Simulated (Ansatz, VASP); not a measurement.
**ZnO: VASP beside Ansatz**

```
Zn O
1.0
     3.21406    0.00000    0.00000
    -1.60703    2.78346    0.00000
     0.00000    0.00000    5.18738
Zn O
2 2
Direct
  0.33333 0.66667 0.00154
  0.66667 0.33333 0.50154
  0.33333 0.66667 0.38056
  0.66667 0.33333 0.88056
```

Alike in both runs: functional revPBE; dispersion D3(BJ); k mesh 8 × 8 × 6; occupations gaussian, width 0.05 eV; no spin polarisation.

Ansatz relaxed the structure, and its values are those at the end. VASP's run is a single point on that final structure, the one shown.

```csv
,VASP,Ansatz
version,VASP 6.6.1,Ansatz 0.2.0
potentials or method,"VASP PAW PBE potentials, release 64 (Zn, O)","scalar-relativistic, plane waves, PAW"
plane-wave cutoff (eV),520,420
valence electrons in the cell,36,36
```

|  | VASP | Ansatz | Ansatz less VASP |
| --- | --- | --- | --- |
| gap on the k mesh at the Fermi level (eV) | 0.88 | 0.90 | +0.022 |
| least direct gap on the mesh (eV) | 0.88 | 0.90 | +0.022 |
| pressure (GPa) | 7.2 | 5.9 | -1.24 |
| rms of the force components (eV/Å) | 0.004 | 0.003 | -0.0009 |
| dispersion energy (meV/atom) | -453.1 | -453.1 | -0.05 |

Caveats: the PAW data sets were made with another functional, which shifts forces and pressure a little (VASP).
